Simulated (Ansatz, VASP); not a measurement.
W: VASP beside Ansatz

The input INCAR:

```
SYSTEM = W
  PREC = Accurate
  ENCUT = 520
  EDIFF = 1E-6
  ISMEAR = -1
  SIGMA = 0.05
  LREAL = .FALSE.
  LASPH = .TRUE.
  NELM = 60
  ALGO = Normal
  ISIF = 2
  LWAVE = .FALSE.
  LCHARG = .FALSE.
  GGA = PE
  NBANDS = 13
```

Contents of KPOINTS:

```
Automatic mesh
0
G
  14 14 14
  0 0 0
```

The input POSCAR:

```
W
1.0
    0.0000000000      1.9894000000      2.0300000000
    1.9894000000      0.0000000000      2.0300000000
    1.9894000000      1.9894000000      0.0000000000
W
1
Direct
    0.0000000000      0.0000000000      0.0000000000
```

Input for Ansatz:

```yaml
crystal:
  lattice:
    - [0.0, 1.9894, 2.03]
    - [1.9894, 0.0, 2.03]
    - [1.9894, 1.9894, 0.0]
  atoms:
    - { symbol: W, position: [0.0, 0.0, 0.0] }
kpoints:
  mp_grid: { grid: [14, 14, 14] }
  band_path:
    path:
      - [0.0, 0.0, 0.0]
      - [0.0, 0.5, 0.5]
      - [0.25, 0.75, 0.5]
      - [0.0, 0.5, 0.0]
      - [0.0, 0.0, 0.0]
      - [0.5, 0.5, 0.0]
      - [0.37005, 0.62995, 0.0]
      - [-0.37005, 0.37005, 0.0]
      - [0.0, 0.0, 0.0]
    npoints: 5
scf:
  occupations: { method: fermi_dirac, width: 0.05 }
hamiltonian:
  xc: pbe
  pseudopotentials: { kind: all_electron, lapw: { basis_error: 0.00025 } }
output:
  forces: true
  stress: true
  eigenvalues: true
```

Change from the starting cell: equal xx and yy strain of -2 %.

Alike in both runs: task single point; functional PBE; k mesh 14 × 14 × 14; occupations fermi-dirac, width 0.05 eV; no spin polarisation.

```csv
,VASP,Ansatz
version,VASP 6.6.1,Ansatz 0.2.0
potentials or method,"VASP PAW PBE potentials, release 64 (W_sv)","all-electron LAPW, scalar-relativistic"
plane-wave cutoff (eV),520,see its input
```

Ansatz gave:

* pressure (GPa): 7.0
* largest component of the traceless stress (GPa): 4.14

Task: What did VASP give for the same quantities?

Result: Pressure (GPa): 7.5; largest component of the traceless stress (GPa): 4.18.

Ansatz ran all-electron here, so the differences hold the error of VASP's frozen core and of both bases.

Spin-orbit coupling is left out, which matters for the levels of W.
